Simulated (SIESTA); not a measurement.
## GaP under changes of volume

One of the cells (20.645 Å³/atom); the others are scaled copies at fixed shape and fractional positions:

```
Ga P
1.0
     0.00000    2.74330    2.74330
     2.74330    0.00000    2.74330
     2.74330    2.74330    0.00000
Ga P
1 1
Direct
  0.00000 0.00000 0.00000
  0.75000 0.75000 0.75000
```

| Quantity | Value |
| --- | --- |
| Program | SIESTA 5.4.2 |
| Functional | PBE |
| Potentials or basis | PseudoDojo 0.4 standard (PBE files) |
| Basis | DZP (energy shift 0.003 Ry; two zetas on semicore shells) |
| Grid cutoff | 800 Ry |
| Energy shift | 0.003 Ry |
| k mesh | 8 × 8 × 8 |
| Occupations | fermi-dirac, width 0.05 eV |
| Spin | no spin polarisation |

```tsv
volume (Å³/atom)	energy over the lowest point (meV/atom)	pressure (GPa)	gap on the mesh (eV)
19.026	53.35	9.5	1.52
19.431	32.33	7.2	1.57
19.836	?	?	?
20.645	1.29	1.4	1.63
21.050	0.00	-0.1	1.58
21.455	2.12	-1.5	1.50
```

Task: What does the run at 19.836 Å³/atom give?

Result: Energy over the lowest point 17.03 meV/atom; pressure 5.0 GPa; gap on the mesh 1.61 eV.

Worked out: A Birch-Murnaghan fit of order 3 (a polynomial in V^(-2/3)) to the other rows has its minimum at 21.00 Å³/atom with B0 = V·E''(V) = 76 GPa and B' = 4.8. It gives 17.02 meV/atom at 19.836 Å³/atom, against the run's 17.03, and -dE/dV = 5.0 GPa, against 5.0. A parabola through the other rows of the gap, of slope 1.3 eV per unit of ln V there, gives 1.63 eV, against the run's 1.61.

Energies are extrapolated to zero smearing.

Caveats: the basis of atomic orbitals isn't converged, which shifts pressures, moduli and gaps.

A mesh can miss the band edges. Spin-orbit coupling on Ga is left out.
